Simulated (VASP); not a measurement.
# MoS2 (R3m) in VASP: a series of runs

One crystal, MoS2, is run at these levels: PBE; tasks: single point.

Program: VASP 6.6.1. These are calculated values, not measurements. Logs are shortened: lines on timing, memory, paths and dates and some standing lists are left out, and cuts for length are marked.

## 1. The structure

The structure is trigonal, space group R3m (No. 160). Conventional cell: a = 3.160 Å, b = 3.160 Å, c = 18.450 Å, α = 90.00°, β = 90.00°, γ = 120.00°. Around Mo (site symmetry 3m) lie 6 S at 2.39 Å. Around S (site symmetry 3m) lie 3 Mo at 2.39 Å. S (site symmetry 3m) is surrounded by 3 Mo at 2.39 Å.

Measurements of this composition are mostly on another form, of space group No. 194.

## 2. Single point, PBE

INCAR

```
PREC     = Accurate       # precision mode
ENCUT    = 400            # plane-wave cutoff, eV
EDIFF    = 1E-7           # SCF threshold, eV
ISMEAR   = 0              # smearing method
SIGMA    = 0.2            # smearing width, eV
LREAL    = F              # projectors in reciprocal space
LASPH    = T              # aspherical terms in the spheres
NELM     = 100            # most SCF steps
ALGO     = Normal         # electronic algorithm
ISIF     = 2              # what is computed and relaxed
LWAVE    = F              # write WAVECAR
LCHARG   = F              # write CHGCAR
GGA      = PE             # functional
ADDGRID  = F
```

KPOINTS

```
Automatic mesh
0
Gamma
  6 6 6
```

POSCAR

```
MoS2
1.0
    1.5800000000      0.9122134253      6.1500000000
   -1.5800000000      0.9122134253      6.1500000000
    0.0000000000     -1.8244268506      6.1500000000
Mo S
1 2
Direct
    0.0000000000      0.0000000000      0.0000000000
    0.4170000000      0.4170000000      0.4170000000
    0.2500000000      0.2500000000      0.2500000000
```

Potentials or basis: VASP PAW PBE potentials, release 64 (Mo_sv, S).

The run is started by

```
$ cat potpaw_PBE.64/Mo_sv/POTCAR potpaw_PBE.64/S/POTCAR > POTCAR
$ mpirun -np 1 vasp_std > vasp.out
```

OUTCAR:

```text
PREC = Accurate
   ENCUT = 400
   EDIFF = 1E-7
   ISMEAR = 0
   LREAL = F
   LASPH = T
   NELM = 100
   ISIF = 2
   GGA = PE

 Found     32 irreducible k-points:

 Following reciprocal coordinates:
            Coordinates               Weight
  0.000000  0.000000  0.000000      1.000000
  0.166667  0.000000  0.000000      6.000000
  0.333333  0.000000  0.000000      6.000000
  0.500000  0.000000  0.000000      3.000000
  0.166667  0.166667  0.000000      6.000000
  0.333333  0.166667  0.000000     12.000000
   k-points           NKPTS =     32   k-points in BZ     NKDIM =     32   number of bands    NBANDS=     17
   number of dos      NEDOS =    301   number of ions     NIONS =      3
   total plane-waves  NPLWV =  74088
   dimension x,y,z NGX =    42 NGY =   42 NGZ =   42
   dimension x,y,z NGXF=    84 NGYF=   84 NGZF=   84
   ions per type =               1   2
   NGX,Y,Z   is equivalent  to a cutoff of  10.88, 10.88, 10.88 a.u.
   NGXF,Y,Z  is equivalent  to a cutoff of  21.77, 21.77, 21.77 a.u.
 SYSTEM =  unknown system
   PREC   = accura    normal or accurate (medium, high low for compatibility)
   ISTART =      0    job   : 0-new  1-cont  2-samecut
   ICHARG =      2    charge: 1-file 2-atom 10-const
   ISPIN  =      1    spin polarized calculation?
   LNONCOLLINEAR =      F non collinear calculations
   LSORBIT =      F    spin-orbit coupling
   LASPH  =      T    aspherical Exc in radial PAW
   ENCUT  =  400.0 eV  29.40 Ry    5.42 a.u.  10.46 10.46 10.46*2*pi/ulx,y,z
   NELM   =    100;   NELMIN=  2; NELMDL= -5     # of ELM steps
   EDIFF  = 0.1E-06   stopping-criterion for ELM
   LREAL  =      F    real-space projection
   EDIFFG = 0.1E-05   stopping-criterion for IOM
   NSW    =      0    number of steps for IOM
   IBRION =     -1    ionic relax: 0-MD 1-quasi-New 2-CG
   NFREE  =      0    steps in history (QN), initial steepest desc. (CG)
   ISIF   =      2    stress and relaxation
   ISYM   =      2    0-nonsym 1-usesym 2-fastsym
   POTIM  = 0.5000    time-step for ionic-motion
   TEBEG  =    0.0;   TEEND  =   0.0 temperature during run
   PSTRESS=    0.0 pullay stress
   NELECT =      26.0000    total number of electrons
   NUPDOWN=      -1.0000    fix difference up-down
   EMIN   =  10.00;   EMAX   =-10.00  energy-range for DOS
   EFERMI =   0.00;   METHOD = LEGACY
   ISMEAR =     0;   SIGMA  =   0.20  broadening in eV -4-tet -1-fermi 0-gaus
   EFERMI_NEDOS =   21; number of points for ismear=-14 and -15
   IALGO  =     38    algorithm
   IMIX   =      4    mixing-type and parameters
     AMIX     =   0.40;   BMIX     =  1.00
     AMIX_MAG =   1.60;   BMIX_MAG =  1.00
  volume/ion in A,a.u.               =      17.73       119.63
  Fermi-wavevector in a.u.,A,eV,Ry     =   1.289652  2.437089 22.629252  1.663203
  Thomas-Fermi vector in A             =   2.421532
   LORBIT       =      0    0 simple, 1 ext, 2 COOP (PROOUT), +10 PAW based schemes
   GGA     = PE    functional components
   LHFCALC =     F    Hartree Fock is set to
   AEXX    =    0.0000 exact exchange contribution
   IVDW    =     0    specifies the selected vdW correction
   LEPSILON=     F    determine dielectric tensor
   LRPA    =     F    only Hartree local field effects (RPA)
 non-spin polarized calculation
 Gauss-broadening in eV      SIGMA  =   0.20
  energy-cutoff  :      400.00
  volume of cell :       53.18
 maximum number of plane-waves:       976
 NGX is ok and might be reduce to    42
   NGX = 21   NGY = 21   NGZ = 21

 number of electron      25.9999993 magnetization

 Free energy of the ion-electron system (eV)
  ---------------------------------------------------
  ext. energy  EPLUGINS =         0.00000000
  ---------------------------------------------------
  free energy    TOTEN  =       -21.78582219 eV

  energy without entropy =      -21.78580572  energy(sigma->0) =      -21.78581395

 E-fermi :   8.0734     XC(G=0): -10.8261

 val. band max:        7.6566603668   @ k =   0.5000   0.5000   0.5000
 cond. band min:       8.5966720348   @ k =  -0.1667   0.5000   0.1667
 fundamental gap:      0.9400116680
 Fermi energy:         8.0733961388

 k-point     1 :       0.0000    0.0000    0.0000
  band No.  band energies     occupation
      1     -53.9031      2.00000
      2     -28.0749      2.00000
      3     -27.8434      2.00000
      4     -27.8434      2.00000
      5      -7.4611      2.00000
      6      -5.7412      2.00000
[... 9 lines left out ...]
     16      10.1048      0.00000
     17      10.1048      0.00000

 k-point     2 :       0.1667    0.0000    0.0000
  band No.  band energies     occupation
      1     -53.8927      2.00000
      2     -28.0541      2.00000
      3     -27.9472      2.00000
      4     -27.8669      2.00000
      5      -7.0428      2.00000
      6      -5.6155      2.00000
[... 9 lines left out ...]
     16       9.7715      0.00000
     17      10.2908      0.00000

 k-point     3 :       0.3333    0.0000    0.0000
  band No.  band energies     occupation
      1     -53.8718      2.00000
      2     -28.1505      2.00000
      3     -28.0124      2.00000
      4     -27.9139      2.00000
      5      -6.0609      2.00000
      6      -5.3260      2.00000
[... 9 lines left out ...]
     16      10.7619      0.00000
     17      10.9813      0.00000

 k-point     4 :       0.5000    0.0000    0.0000
  band No.  band energies     occupation
      1     -53.8613      2.00000
      2     -28.2498      2.00000
      3     -27.9915      2.00000
      4     -27.9373      2.00000
      5      -5.4397      2.00000
      6      -5.1623      2.00000
[... 9 lines left out ...]
     16      11.1459      0.00000
     17      11.1604      0.00000

 k-point     5 :       0.1667    0.1667    0.0000
  band No.  band energies     occupation
      1     -53.8927      2.00000
      2     -28.0540      2.00000
      3     -27.9472      2.00000
      4     -27.8670      2.00000
      5      -7.0260      2.00000
      6      -5.6446      2.00000
[... 9 lines left out ...]
     16       9.7867      0.00000
     17      10.3590      0.00000

 k-point     6 :       0.3333    0.1667    0.0000
  band No.  band energies     occupation
      1     -53.8770      2.00000
      2     -28.0813      2.00000
      3     -28.0229      2.00000
      4     -27.9218      2.00000
      5      -6.3057      2.00000
      6      -5.4394      2.00000
[... 9 lines left out ...]
     16       9.9513      0.00000
     17      11.2902      0.00000

 [... further k-points ...]

------------------------ aborting loop because EDIFF is reached ----------------------------------------

  FORCE on cell =-STRESS in cart. coord.  units (eV):
  Direction    XX          YY          ZZ          XY          YZ          ZX
  --------------------------------------------------------------------------------------
  -------------------------------------------------------------------------------------
  Total        1.3707846      1.3707846      2.1636537      0.0000000      0.0000000      0.0000000
  in kB       41.2952290     41.2952290     65.1806099      0.0000000      0.0000000      0.0000000
  external PRESSURE =      49.2570226 kB  Pullay stress =       0.0000000 kB

 VOLUME and BASIS-vectors are now :
 -----------------------------------------------------------------------------
  energy-cutoff  :      400.00
  volume of cell :       53.18
      direct lattice vectors                 reciprocal lattice vectors
     1.580000000  0.912213425  6.150000000     0.316455696  0.182705781  0.054200542
    -1.580000000  0.912213425  6.150000000    -0.316455696  0.182705781  0.054200542
     0.000000000 -1.824426851  6.150000000     0.000000000 -0.365411563  0.054200542

 POSITION                                       TOTAL-FORCE (eV/Angst)
 -----------------------------------------------------------------------------------
      0.00000      0.00000      0.00000         0.000000      0.000000      0.086294
      0.00000      0.00000      7.69365         0.000000      0.000000      0.428942
      0.00000      0.00000      4.61250         0.000000     -0.000000     -0.515235
 -----------------------------------------------------------------------------------
    total drift:                                0.000000     -0.000000      0.000076

  FREE ENERGIE OF THE ION-ELECTRON SYSTEM (eV)
  ---------------------------------------------------
  free  energy   TOTEN  =       -21.7858221877 eV

  energy  without entropy=      -21.7858057155  energy(sigma->0) =      -21.78581395
```

It took 55 s on 1 thread of Intel Xeon Platinum 8488C (Sapphire Rapids), shared host; peak memory 0.24 GiB.

These settings aren't checked as converged: the numbers below hold their error.

Results:

```yaml
Free_energy: -21.7858 eV
Pressure: 4.9 GPa
Largest_force: 0.515 eV/Å
Band_gap_on_the_k_mesh: 0.94 eV, indirect (least direct gap 1.71 eV)
```

## 3. Single point, PBE

Edit INCAR of step 2 so:

```diff
@@ -4,3 +4,3 @@
 ISMEAR   = 0              # smearing method
-SIGMA    = 0.2            # smearing width, eV
+SIGMA    = 0.1            # smearing width, eV
 LREAL    = F              # projectors in reciprocal space
```

KPOINTS is that of step 2.

POSCAR is that of step 2.

Potentials or basis: VASP PAW PBE potentials, release 64 (Mo_sv, S).

The run is started by

```
$ cat potpaw_PBE.64/Mo_sv/POTCAR potpaw_PBE.64/S/POTCAR > POTCAR
$ mpirun -np 1 vasp_std > vasp.out
```

Run time: 54 s. Hardware: 1 thread of Intel Xeon Platinum 8488C (Sapphire Rapids), shared host; peak memory 0.24 GiB.

These settings aren't checked as converged: the numbers below hold their error.

What came out:

```
Free energy            : -21.7858 eV
Pressure               : 4.9 GPa
Largest force          : 0.515 eV/Å
Band gap on the k mesh : 0.94 eV, indirect (least direct gap 1.71 eV)
```

## 4. For comparison

An earlier run on the cell as given: functional PBE; potentials or basis VASP PAW PBE potentials, release 64 (Mo_sv, S); cutoff 520 eV; k mesh 10 × 10 × 10; occupations fermi-dirac, width 0.05 eV; no spin polarisation.

* Pressure: 5.2 GPa
* Largest force: 0.506 eV/Å
* Band gap on the k mesh: 0.97 eV, indirect (least direct gap 1.96 eV)
